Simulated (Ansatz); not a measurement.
PbS:

```
CELL_PARAMETERS angstrom
2.11266 1.21975 3.45192
-2.11266 1.21975 3.45192
0.00000 -2.43949 3.45192
ATOMIC_POSITIONS crystal
Pb 0.98057 0.98057 0.98057
S 0.47504 0.47504 0.47504
```

The cell is a database's computed one.

Base run:

* Program: Ansatz 0.2.0
* Functional: r2SCAN
* Potentials or basis: Ansatz PAW
* Cutoff: 500 eV (not typed: the program's choice for these potentials)
* k mesh: 8 × 8 × 8
* Occupations: fermi-dirac, width 0.05 eV
* Spin: no spin polarisation

Its results: band gap on the k mesh 0.71 eV, direct; pressure 0.0 GPa; largest force 0.010 eV/Å.

The run is repeated on the same cell with these changes: functional from r2SCAN to LDA; cutoff from 500 eV (not typed: the program's choice for these potentials) to 420 eV (not typed: the program's choice for these potentials). What comes out?

Band gap on the k mesh 0.33 eV, direct; pressure -3.7 GPa; largest force 0.005 eV/Å.

r2SCAN gives the wider gap, since meta-GGAs in the generalised Kohn-Sham scheme recover part of the derivative discontinuity.

Caveats: spin-orbit coupling is left out, which as a rule narrows the gap of such compounds by several tenths of an eV; the PAW data sets come from PBE, with cores solved anew for the run's functional, which leaves a small shift of forces and pressure.
